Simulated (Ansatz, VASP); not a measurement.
**One calculation of SnSe, two programs**

```
CELL_PARAMETERS angstrom
0.00000 3.01000 3.01000
3.01000 0.00000 3.01000
3.01000 3.01000 0.00000
ATOMIC_POSITIONS crystal
Sn 0.00000 0.00000 0.00000
Se 0.50000 0.50000 0.50000
```

Measurements of this composition are mostly on another form, of space group No. 62.

Alike in both runs: functional LDA; k mesh 5 × 5 × 5; occupations fermi-dirac, width 0.05 eV; no spin polarisation.

```csv
,VASP,Ansatz
version,VASP 6.6.1,Ansatz 0.2.0
potentials or method,"VASP PAW LDA potentials, release 64 (Sn_d, Se)",Ansatz PAW
plane-wave cutoff (eV),520,420
valence electrons in the cell,20,30
task,single point,band structure
```

Ansatz gave:

| Quantity | Value |
| --- | --- |
| gap on the k mesh at the Fermi level (eV) | 0.88 |
| least direct gap on the mesh (eV) | 0.88 |
| pressure (GPa) | -3.5 |

Q: Estimate VASP's values.

A: gap on the k mesh at the Fermi level (eV): 0.87; least direct gap on the mesh (eV): 0.87; pressure (GPa): -3.5.

The two sets of potentials don't hold the same shells in valence.

Caveats: spin-orbit coupling is left out, which moves the levels of the heavy elements (Ansatz); the PAW data sets come from PBE, with cores solved anew for the run's functional, which leaves a small shift of forces and pressure (Ansatz).
